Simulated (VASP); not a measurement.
# WSe2 (P6_3/mmc) in VASP: notebook

The runs below take WSe2 through relaxation of cell and atoms, with PBEsol.

Program: VASP 6.6.1. These are calculated values, not measurements. Logs are shortened: lines on timing, memory, paths and dates and some standing lists are left out, and cuts for length are marked.

## (1) Starting point

It takes space group P6_3/mmc (No. 194, hexagonal). Conventional cell: a = 3.290 Å, b = 3.290 Å, c = 12.970 Å, α = 90.00°, β = 90.00°, γ = 120.00°. W (site symmetry -6m2) is surrounded by 6 Se at 2.53 Å. Se (site symmetry 3m) has 3 W at 2.53 Å as nearest neighbours.

## (2) Relaxation of cell and atoms, PBEsol

File INCAR:

```
PREC = Accurate
ENCUT = 600
EDIFF = 1E-6
ISMEAR = 0
SIGMA = 0.03
LREAL = False
LASPH = True
NELM = 80
ALGO = Normal
ISIF = 3
LWAVE = False
LCHARG = False
GGA = PS
IBRION = 2
NSW = 90
EDIFFG = -0.01
KPAR = 2
```

File KPOINTS:

```
regular mesh
0
Gamma
  9 9 2
```

File POSCAR:

```
WSe2
1.0
    3.2900000000      0.0000000000      0.0000000000
   -1.6450000000      2.8492235785      0.0000000000
    0.0000000000      0.0000000000     12.9700000000
W Se
2 4
Direct
    0.3333333333      0.6666666667      0.2500000000
    0.6666666667      0.3333333333      0.7500000000
    0.3333333333      0.6666666667      0.6210000000
    0.6666666667      0.3333333333      0.1210000000
    0.3333333333      0.6666666667      0.8790000000
    0.6666666667      0.3333333333      0.3790000000
```

Potentials or basis: VASP PAW PBE potentials, release 64 (W_sv, Se).

Run with:

```
> cat potpaw_PBE.64/W_sv/POTCAR potpaw_PBE.64/Se/POTCAR > POTCAR
> mpirun -np 2 vasp_std > vasp.out
```

OUTCAR:

```text
PREC = Accurate
   ENCUT = 600
   EDIFF = 1E-6
   ISMEAR = 0
   LREAL = False
   LASPH = True
   NELM = 80
   ISIF = 3
   GGA = PS
   IBRION = 2
   NSW = 90
   EDIFFG = -0.01

 ion  position               nearest neighbor table
   1  0.333  0.667  0.250-   4 2.53   6 2.53   4 2.53   6 2.53   4 2.53   6 2.53
   2  0.667  0.333  0.750-   3 2.53   5 2.53   3 2.53   5 2.53   3 2.53   5 2.53
   3  0.333  0.667  0.621-   2 2.53   2 2.53   2 2.53
   4  0.667  0.333  0.121-   1 2.53   1 2.53   1 2.53
   5  0.333  0.667  0.879-   2 2.53   2 2.53   2 2.53
   6  0.667  0.333  0.379-   1 2.53   1 2.53   1 2.53

  LATTYP: Found a hexagonal cell.
 ALAT       =     3.2900000000
 C/A-ratio  =     3.9422492401

  Lattice vectors:

 A1 = (   3.2900000000,   0.0000000000,   0.0000000000)
 A2 = (  -1.6450000000,   2.8492235785,   0.0000000000)
 A3 = (   0.0000000000,   0.0000000000,  12.9700000000)

Analysis of symmetry for initial positions (statically):
=====================================================================
 Subroutine PRICEL returns:
 Original cell was already a primitive cell.

 Routine SETGRP: Setting up the symmetry group for a
 hexagonal supercell.

 Subroutine GETGRP returns: Found 24 space group operations
 (whereof 12 operations were pure point group operations)
 out of a pool of 24 trial point group operations.

The static configuration has the point symmetry D_3d.
 The point group associated with its full space group is D_6h.

Analysis of symmetry for dynamics (positions and initial velocities):
=====================================================================
 Subroutine PRICEL returns:
 Original cell was already a primitive cell.

 Routine SETGRP: Setting up the symmetry group for a
 hexagonal supercell.

 Subroutine GETGRP returns: Found 24 space group operations
 (whereof 12 operations were pure point group operations)
 out of a pool of 24 trial point group operations.

The dynamic configuration has the point symmetry D_3d.
 The point group associated with its full space group is D_6h.

 Subroutine INISYM returns: Found 24 space group operations
 (whereof 12 operations are pure point group operations),
 and found     1 'primitive' translations

----------------------------------------------------------------------------------------

                                     Primitive cell

  volume of cell :     121.5801

  direct lattice vectors                    reciprocal lattice vectors
     3.290000000  0.000000000  0.000000000     0.303951368  0.175486404  0.000000000
    -1.645000000  2.849223579  0.000000000     0.000000000  0.350972808  0.000000000
     0.000000000  0.000000000 12.970000000     0.000000000  0.000000000  0.077101002

  length of vectors
     3.290000000  3.290000000 12.970000000     0.350972808  0.350972808  0.077101002

  position of ions in fractional coordinates (direct lattice)
     0.333333333  0.666666667  0.250000000
     0.666666667  0.333333333  0.750000000
     0.333333333  0.666666667  0.621000000
     0.666666667  0.333333333  0.121000000
     0.333333333  0.666666667  0.879000000
     0.666666667  0.333333333  0.379000000

  ion indices of the primitive-cell ions
   primitive index   ion index
                 1           1
                 2           2
                 3           3
                 4           4
                 5           5
                 6           6

----------------------------------------------------------------------------------------

 KPOINTS: regular mesh

Automatic generation of k-mesh.
 Grid dimensions read from file:
 generate k-points for:    9    9    2

 Generating k-lattice:

  Cartesian coordinates                     Fractional coordinates (reciprocal lattice)
     0.033772374  0.019498489  0.000000000     0.111111111 -0.000000000  0.000000000
     0.000000000  0.038996979  0.000000000     0.000000000  0.111111111  0.000000000
     0.000000000  0.000000000  0.038550501     0.000000000  0.000000000  0.500000000

  Length of vectors
     0.038996979  0.038996979  0.038550501

  Shift w.r.t. Gamma in fractional coordinates (k-lattice)
     0.000000000  0.000000000  0.000000000

 Subroutine IBZKPT returns following result:
 ===========================================

 Found     24 irreducible k-points:

 Following reciprocal coordinates:
            Coordinates               Weight
  0.000000  0.000000  0.000000      1.000000
  0.111111  0.000000  0.000000      6.000000
  0.222222 -0.000000  0.000000      6.000000
  0.333333  0.000000  0.000000      6.000000
  0.444444 -0.000000  0.000000      6.000000
  0.111111  0.111111  0.000000      6.000000
[... 16 lines left out ...]
  0.333333  0.222222  0.500000     12.000000
  0.333333  0.333333  0.500000      2.000000
   k-points           NKPTS =     24   k-points in BZ     NKDIM =     24   number of bands    NBANDS=     31
   number of dos      NEDOS =    301   number of ions     NIONS =      6
   total plane-waves  NPLWV =  84672
   dimension x,y,z NGX =    28 NGY =   28 NGZ =  108
   dimension x,y,z NGXF=    56 NGYF=   56 NGZF=  216
   ions per type =               2   4
   NGX,Y,Z   is equivalent  to a cutoff of  14.15, 14.15, 13.84 a.u.
   NGXF,Y,Z  is equivalent  to a cutoff of  28.30, 28.30, 27.69 a.u.
 SYSTEM =  unknown system
   PREC   = accura    normal or accurate (medium, high low for compatibility)
   ISTART =      0    job   : 0-new  1-cont  2-samecut
   ICHARG =      2    charge: 1-file 2-atom 10-const
   ISPIN  =      1    spin polarized calculation?
   LNONCOLLINEAR =      F non collinear calculations
   LSORBIT =      F    spin-orbit coupling
   LASPH  =      T    aspherical Exc in radial PAW
   ENCUT  =  600.0 eV  44.10 Ry    6.64 a.u.   6.57  6.57 25.90*2*pi/ulx,y,z
   NELM   =     80;   NELMIN=  2; NELMDL= -5     # of ELM steps
   EDIFF  = 0.1E-05   stopping-criterion for ELM
   LREAL  =      F    real-space projection
   EDIFFG = -.1E-01   stopping-criterion for IOM
   NSW    =     90    number of steps for IOM
   IBRION =      2    ionic relax: 0-MD 1-quasi-New 2-CG
   NFREE  =      1    steps in history (QN), initial steepest desc. (CG)
   ISIF   =      3    stress and relaxation
   ISYM   =      2    0-nonsym 1-usesym 2-fastsym
   POTIM  = 0.5000    time-step for ionic-motion
   TEBEG  =    0.0;   TEEND  =   0.0 temperature during run
   PSTRESS=    0.0 pullay stress
   NELECT =      52.0000    total number of electrons
   NUPDOWN=      -1.0000    fix difference up-down
   EMIN   =  10.00;   EMAX   =-10.00  energy-range for DOS
   EFERMI =   0.00;   METHOD = LEGACY
   ISMEAR =     0;   SIGMA  =   0.03  broadening in eV -4-tet -1-fermi 0-gaus
   EFERMI_NEDOS =   21; number of points for ismear=-14 and -15
   IALGO  =     38    algorithm
   IMIX   =      4    mixing-type and parameters
     AMIX     =   0.40;   BMIX     =  1.00
     AMIX_MAG =   1.60;   BMIX_MAG =  1.00
  volume/ion in A,a.u.               =      20.26       136.74
  Fermi-wavevector in a.u.,A,eV,Ry     =   1.233451  2.330884 20.699914  1.521401
  Thomas-Fermi vector in A             =   2.368180
   LORBIT       =      0    0 simple, 1 ext, 2 COOP (PROOUT), +10 PAW based schemes
   GGA     = PS    functional components
   LHFCALC =     F    Hartree Fock is set to
   AEXX    =    0.0000 exact exchange contribution
   IVDW    =     0    specifies the selected vdW correction
   LEPSILON=     F    determine dielectric tensor
   LRPA    =     F    only Hartree local field effects (RPA)
 conjugate gradient relaxation of ions
 non-spin polarized calculation
 Gauss-broadening in eV      SIGMA  =   0.03
  energy-cutoff  :      600.00
  volume of cell :      121.58
 maximum number of plane-waves:      4120
 NGX is ok and might be reduce to    28
   NGX = 13   NGY = 13   NGZ = 51

--------------------------------------- Ionic step        1  -------------------------------------------

 number of electron      51.9999998 magnetization

 Free energy of the ion-electron system (eV)
  ---------------------------------------------------
  ext. energy  EPLUGINS =         0.00000000
  ---------------------------------------------------
  free energy    TOTEN  =       -46.54288308 eV

  energy without entropy =      -46.54288308  energy(sigma->0) =      -46.54288308

------------------------ aborting loop because EDIFF is reached ----------------------------------------

  FORCE on cell =-STRESS in cart. coord.  units (eV):
  Direction    XX          YY          ZZ          XY          YZ          ZX
  --------------------------------------------------------------------------------------
  -------------------------------------------------------------------------------------
  Total       -0.9318760     -0.9318760      0.0010925      0.0000000      0.0000000      0.0000000
  in kB      -12.2802243    -12.2802243      0.0143974      0.0000000      0.0000000      0.0000000
  external PRESSURE =      -8.1820171 kB  Pullay stress =       0.0000000 kB
[... 101 lines left out ...]
  FREE ENERGIE OF THE ION-ELECTRON SYSTEM (eV)
  ---------------------------------------------------
  free  energy   TOTEN  =       -46.5465138392 eV

  energy  without entropy=      -46.5465138392  energy(sigma->0) =      -46.54651384

[... ionic steps 4 to 10 ...]

--------------------------------------- Ionic step       11  -------------------------------------------

 number of electron      52.0000000 magnetization

------------------------ aborting loop because EDIFF is reached ----------------------------------------

  FORCE on cell =-STRESS in cart. coord.  units (eV):
  Direction    XX          YY          ZZ          XY          YZ          ZX
  --------------------------------------------------------------------------------------
  -------------------------------------------------------------------------------------
  Total       -0.0236813     -0.0236813      0.0867928     -0.0000000     -0.0000000      0.0000000
  in kB       -0.3092398     -0.3092398      1.1333739     -0.0000000     -0.0000000      0.0000000
  external PRESSURE =       0.1716314 kB  Pullay stress =       0.0000000 kB
[... 65 lines left out ...]
  energy  without entropy=      -46.5514347778  energy(sigma->0) =      -46.55143478

--------------------------------------- Ionic step       13  -------------------------------------------

 number of electron      52.0000001 magnetization

 Free energy of the ion-electron system (eV)
  ---------------------------------------------------
  ext. energy  EPLUGINS =         0.00000000
  ---------------------------------------------------
  free energy    TOTEN  =       -46.55146436 eV

  energy without entropy =      -46.55146436  energy(sigma->0) =      -46.55146436

 E-fermi :   6.2542     XC(G=0): -10.8307

 val. band max:        5.9335496357   @ k =   0.0000   0.0000   0.0000
 cond. band min:       7.0639014578   @ k =   0.2222   0.1111   0.0000
 fundamental gap:      1.1303518221
 Fermi energy:         6.2541633204

 k-point     1 :       0.0000    0.0000    0.0000
  band No.  band energies     occupation
      1     -68.2427      2.00000
      2     -68.2427      2.00000
      3     -32.5047      2.00000
      4     -32.5047      2.00000
      5     -32.3563      2.00000
      6     -32.3563      2.00000
[... 838 lines left out ...]
  FREE ENERGIE OF THE ION-ELECTRON SYSTEM (eV)
  ---------------------------------------------------
  free  energy   TOTEN  =       -46.5514643601 eV

  energy  without entropy=      -46.5514643601  energy(sigma->0) =      -46.55146436

 reached required accuracy - stopping structural energy minimisation
```

Wall time 3.5 min (2 MPI ranks of Intel Xeon 6975P-C (Granite Rapids), shared host); peak memory 0.33 GiB.

Results:

* Free energy: -46.5515 eV
* Relaxed volume: 20.45 Å³/atom
* Relaxed cell: a = 3.274 Å, b = 3.274 Å, c = 13.220 Å, α = 90.00°, β = 90.00°, γ = 120.00°
* Space group after relaxing (to 0.05 Å): P6_3/mmc (No. 194)
* Energy gained by relaxing: 1.4 meV/atom
* Ionic steps: 13
* Pressure after relaxing: 0.0 GPa
* Band gap on the k mesh: 1.13 eV, indirect (least direct gap 1.59 eV)

The path:
```csv
step,energy change (eV),largest force (eV/Å),pressure (GPa),volume (Å³)
1,0.0000,0.0716,-0.82,121.58
2,0.0007,0.1576,1.55,119.77
3,-0.0036,0.0372,0.30,120.71
4,-0.0051,0.0746,0.03,120.78
5,-0.0053,0.0509,0.08,120.77
6,-0.0057,0.0481,0.06,120.92
7,-0.0069,0.0392,-0.01,121.39
8,-0.0083,0.0217,-0.12,122.34
9,-0.0085,0.0143,-0.17,122.78
10,-0.0073,0.0933,0.70,122.38
11,-0.0085,0.0094,0.02,122.69
12,-0.0086,0.0104,0.01,122.69
13,-0.0086,0.0011,0.03,122.69
```

Final structure:
```cif
data_structure
_symmetry_space_group_name_H-M 'P 1'
_symmetry_Int_Tables_number 1
_cell_length_a 3.2736
_cell_length_b 3.2736
_cell_length_c 13.2202
_cell_angle_alpha 90.000
_cell_angle_beta 90.000
_cell_angle_gamma 120.000
_cell_volume 122.69
loop_
_atom_site_label
_atom_site_type_symbol
_atom_site_fract_x
_atom_site_fract_y
_atom_site_fract_z
_atom_site_occupancy
W1 W 0.33333 0.66667 0.25000 1
W2 W 0.66667 0.33333 0.75000 1
Se1 Se 0.33333 0.66667 0.62317 1
Se2 Se 0.66667 0.33333 0.12317 1
Se3 Se 0.33333 0.66667 0.87683 1
Se4 Se 0.66667 0.33333 0.37683 1
```

Caveat: the PAW data sets were made with another functional, which shifts forces and pressure a little; spin-orbit coupling is left out, which moves the levels of the heavy elements; an odd mesh through Γ misses points on the zone boundary, where band edges often lie; this functional lacks dispersion, which binds the layers, so the pressure and a relaxed spacing across them are unreliable. A hybrid or GW would open this gap; PBEsol tends to underestimate it.

## (3) Relaxation of cell and atoms, PBEsol

This run uses another cell than the first one, of 20.45 Å³/atom, 1.009 times its volume.

Changes to INCAR since step 2:

```diff
@@ -2,3 +2,3 @@
 ENCUT = 600
-EDIFF = 1E-6
+EDIFF = 1E-7
 ISMEAR = 0
@@ -15,3 +15,3 @@
 NSW = 90
-EDIFFG = -0.01
+EDIFFG = -0.005
 KPAR = 2
```

KPOINTS is that of step 2.

File POSCAR:

```
WSe2                                    
1.0
    3.2735688133      0.0000000000      0.0000000000
   -1.6367844067      2.8349937534     -0.0000000000
   -0.0000000000     -0.0000000000     13.2201679596
  W               Se            
     2     4
Direct
     0.3333333332999970    0.6666666667000030    0.2500000000000000
     0.6666666667000030    0.3333333332999970    0.7500000000000000
     0.3333333332999970    0.6666666667000030    0.6231728638109019
     0.6666666667000030    0.3333333332999970    0.1231728638109017
     0.3333333332999970    0.6666666667000030    0.8768271361890981
     0.6666666667000030    0.3333333332999970    0.3768271361890984
```

Potentials or basis: VASP PAW PBE potentials, release 64 (W_sv, Se).

Run with:

```
> cat potpaw_PBE.64/W_sv/POTCAR potpaw_PBE.64/Se/POTCAR > POTCAR
> mpirun -np 2 vasp_std > vasp.out
```

Wall time 32 s (2 MPI ranks of Intel Xeon 6975P-C (Granite Rapids), shared host); peak memory 0.32 GiB.

It converged, with:

```
Free energy             : -46.5516 eV
Pressure after relaxing : 0.0 GPa
Band gap on the k mesh  : 1.13 eV, indirect (least direct gap 1.59 eV)
```

Final structure:
```
W Se
1.0
     3.27357    0.00000    0.00000
    -1.63678    2.83499    0.00000
     0.00000    0.00000   13.22017
W Se
2 4
Direct
  0.33333 0.66667 0.25000
  0.66667 0.33333 0.75000
  0.33333 0.66667 0.62317
  0.66667 0.33333 0.12317
  0.33333 0.66667 0.87683
  0.66667 0.33333 0.37683
```

Levels at points of the mesh, in eV from the valence-band top:
| k point | band 23 | band 24 | band 25 | band 26 | band 27 | band 28 | band 29 | band 30 |
| --- | --- | --- | --- | --- | --- | --- | --- | --- |
| (0.00, 0.00, 0.00) | -1.38 | -1.18 | -1.09 | 0.00 | 2.79 | 2.79 | 2.83 | 2.83 |
| (0.00, 0.00, 0.50) | -1.40 | -1.40 | -0.24 | -0.24 | 2.80 | 2.80 | 2.80 | 2.80 |

Caveat: the relaxation stopped at its first step, so nothing moved; the PAW data sets were made with another functional, which shifts forces and pressure a little; spin-orbit coupling is left out, which moves the levels of the heavy elements; an odd mesh through Γ misses points on the zone boundary, where band edges often lie; this functional lacks dispersion, which binds the layers, so the pressure and a relaxed spacing across them are unreliable.
